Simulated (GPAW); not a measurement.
## Sc in GPAW: convergence with k mesh

Input of the first run (k mesh 2 × 2 × 2); the others differ in this setting and in those tied to it:

File run.py:

```python
from ase import Atoms
from ase.dft.bandgap import bandgap
from ase.io import write
from ase.units import GPa
from gpaw import GPAW, PW

atoms = Atoms(['Sc'],
              cell=[[0.0, 2.26, 2.26],
                    [2.26, 0.0, 2.26],
                    [2.26, 2.26, 0.0]],
              scaled_positions=[[0.0, 0.0, 0.0]],
              pbc=True)

calc = GPAW(mode=PW(600),
            xc='RPBE',
            kpts={'size': (2, 2, 2), 'gamma': True},
            occupations={'name': 'fermi-dirac', 'width': 0.05},
            nbands=14,
            convergence={'density': 1e-05, 'energy': 1e-05},
            maxiter=100,
            txt='gpaw.txt')
atoms.calc = calc
energy = atoms.get_potential_energy()
forces = atoms.get_forces()
stress = atoms.get_stress()
calc.write('gs.gpw')
write('result.traj', atoms)
print(f'Energy: {energy:.6f} eV')
print('Forces (eV/A):')
print(forces.round(4))
print('Stress (GPa):', (stress / GPa).round(3))
print('Fermi level:', round(calc.get_fermi_level(), 4), 'eV')
print(f'Gap: {bandgap(calc)[0]:.4f} eV, direct: {bandgap(calc, direct=True)[0]:.4f} eV')
```

Potentials or basis: the program's PAW data sets (release 1.2.1) made for this functional, pw.

The run is started by

```sh
$ OMP_NUM_THREADS=1 python run.py
```

This isn't the form of Sc at room conditions, which is hcp.

Hardware: 1 thread of Arm Neoverse V1, with other jobs on the host.

Question: The values tried are 2 × 2 × 2, 3 × 3 × 3, 4 × 4 × 4, 5 × 5 × 5, 6 × 6 × 6, 8 × 8 × 8, 9 × 9 × 9, 11 × 11 × 11, 14 × 14 × 14, loosest first. From which on does the pressure stay within 0.1 GPa of the tightest run that finished?

Answer: From 8 × 8 × 8 on.

| k mesh | energy less the tightest run, at zero smearing (meV/atom) | pressure (GPa) | SCF cycles | CPU time (s) | peak memory (GiB) |
| --- | --- | --- | --- | --- | --- |
| 2 × 2 × 2 | -686.79 | -10.84 | 8 | 2.6 | 0.13 |
| 3 × 3 × 3 | 108.07 | 5.40 | 8 | 2.7 | 0.13 |
| 4 × 4 × 4 | -13.69 | 6.47 | 8 | 3.3 | 0.13 |
| 5 × 5 × 5 | 39.43 | 6.92 | 8 | 3.6 | 0.13 |
| 6 × 6 × 6 | -8.48 | 6.18 | 8 | 4.5 | 0.13 |
| 8 × 8 × 8 | 3.99 | 5.92 | 8 | 6.8 | 0.13 |
| 9 × 9 × 9 | -4.57 | 5.93 | 8 | 7.8 | 0.13 |
| 11 × 11 × 11 | 1.71 | 5.99 | 8 | 11 | 0.14 |
| 14 × 14 × 14 | 0.00 | 5.98 | 8 | 19 | 0.15 |

Not settled before the last step: the energy (to 1 meV/atom). Meshes of other sizes hit other points, so gaps and Fermi surfaces needn't settle smoothly. The tightest run that finished is the yardstick and may itself not be fully converged.
